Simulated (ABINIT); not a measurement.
The system is La2O3.

```
CELL_PARAMETERS angstrom
6.26678 0.00000 0.00000
-3.13339 5.42719 0.00000
0.00000 0.00000 3.29977
ATOMIC_POSITIONS crystal
La 0.66667 0.33333 0.50000
La 0.33333 0.66667 0.50000
O 0.50801 0.00000 0.00000
O 0.00000 0.50801 0.00000
O 0.49199 0.49199 0.00000
```

The cell comes from a database or a generator and needn't be the stable form of this composition.

Base run:

```yaml
Program: ABINIT 10.8.3 (patched build)
Functional: PBE
Potentials_or_basis: JTH PAW PBE v2.0
Cutoff: 626 eV
k_mesh: 5 × 5 × 8
Occupations: fermi-dirac, width 0.05 eV
Spin: no spin polarisation
```

Its results: band gap on the k mesh 1.52 eV, indirect (least direct gap 2.02 eV); pressure 2.7 GPa; largest force 0.046 eV/Å.

Q: The run is repeated on the same cell with these changes: functional from PBE to LDA; potentials or basis from JTH PAW PBE v2.0 to JTH PAW LDA v2.0. What comes out?

A: Band gap on the k mesh 1.38 eV, indirect (least direct gap 1.89 eV); pressure -2.7 GPa; largest force 0.074 eV/Å.

Caveats: spin-orbit coupling is left out, which moves the levels of the heavy elements; an odd mesh through Γ misses points on the zone boundary, where band edges often lie (some runs).
